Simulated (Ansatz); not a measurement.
# A series in volume scale on CdSe

Results calculated with Ansatz 0.2.0, not measured. Periodic Kohn-Sham DFT of a crystal at fixed atoms, scaled to volume_scale times the given cell; pressure positive in compression, energy less spherical unpolarised free atoms, largest_vzz the field gradient of largest size among the nuclei.

The cell before it is scaled or strained (space group F-43m, No. 216):
```
cell vectors (Å)
   0.0000     3.0703     3.0703
   3.0703     0.0000     3.0703
   3.0703     3.0703     0.0000
atoms (fractions of the cell vectors)
Cd  0.00000  0.00000  0.00000
Se  0.25000  0.25000  0.25000
```

Settings of every row: method all-electron LAPW; functional PBE; relativity scalar; k mesh 8x8x8; filling fermi-dirac; smearing width 0.03 eV; basis error target 1 meV/atom; nucleus gaussian.

Atom start moment: 0 on all atoms.

| row | volume scale | V (Å³/atom) | pressure (GPa) | energy less free atoms (eV/atom) |
| --- | --- | --- | --- | --- |
| 1 | 0.94 | 27.206 | 4.921 | -2.7155 |
| 2 | 0.9405 | 27.221 | 4.885 | -2.7159 |
| 3 | 0.96 | 27.785 | 3.579 | -2.7308 |
| 4 | 0.98 | 28.364 | 2.378 | -2.7415 |
| 5 | 0.99 | 28.653 | 1.826 | -2.7453 |
| 6 | 1 | 28.942 | ? | ? |
| 7 | 1.01 | 29.232 | 0.809 | -2.75 |
| 8 | 1.02 | 29.522 | 0.342 | -2.751 |
| 9 | 1.04 | 30.101 | -0.519 | -2.7506 |
| 10 | 1.06 | 30.68 | -1.291 | -2.7473 |

Question: what pressure and energy less free atoms should row 6 give?

Worked fit of pressure. Take u = (V_r/V)^(2/3) − 1 with V_r = 28.653 Å³ an atom, which is twice the finite (Eulerian) strain; such expansions in the strain, on which the Birch-Murnaghan equation of state is built, carry the rest volume and the bulk modulus. The shown rows have u = 0.03515, 0.03477, 0.02072, 0.00678, 0, -0.01325, -0.01972, -0.03233, -0.04455. Least squares give pressure = 1.8265 + 79.73 × u + 228.91 × u² + 222 × u³ GPa; a parabola predicts inner rows, each left out in turn, worse (root mean square 0.0037 against 0.0007 GPa). The rows lie off it by 0.000, 0.000, 0.000, 0.000, 0.000, -0.001, 0.000, 0.000, 0.000. The pressure vanishes at u = -0.0246, or V = 29.74 Å³ an atom, and there the bulk modulus at fixed shape and fractions is B = −V dP/dV = (2/3)(1 + u) dP/du = 44.8 GPa. The withheld row has u = -0.00667, so the fit gives 1.8265 + 79.73 × (-0.00667) + 228.91 × (-0.00667)² + 222 × (-0.00667)³ = 1.305 GPa.

The calculation gave 1.304 GPa. The fit lies 0.001 GPa (0.016 % of the column's range) above it, one unit of the last digit.

Worked fit of energy less free atoms. Take u = (V_r/V)^(2/3) − 1 with V_r = 28.653 Å³ an atom, which is twice the finite (Eulerian) strain; such expansions in the strain, on which the Birch-Murnaghan equation of state is built, carry the rest volume and the bulk modulus. The shown rows have u = 0.03515, 0.03477, 0.02072, 0.00678, 0, -0.01325, -0.01972, -0.03233, -0.04455. Least squares give energy less free atoms = −2.74529 + 0.4878 × u + 10.117 × u² + 4 × u³ eV/atom; a parabola predicts inner rows, each left out in turn, worse (root mean square 7.4e-05 against 2.7e-05 eV/atom). All shown rows lie on it to the printed digit. Its lowest point lies at u = -0.0245, or V = 29.74 Å³ an atom, and the curvature there gives the bulk modulus at fixed shape and fractions, B = (4/9)(1 + u)² E″(u)/V = 44.8 GPa. The withheld row has u = -0.00667, so the fit gives −2.74529 + 0.4878 × (-0.00667) + 10.117 × (-0.00667)² + 4 × (-0.00667)³ = -2.7481 eV/atom.

The calculation gave -2.7481 eV/atom. The fit meets it to the printed digit.
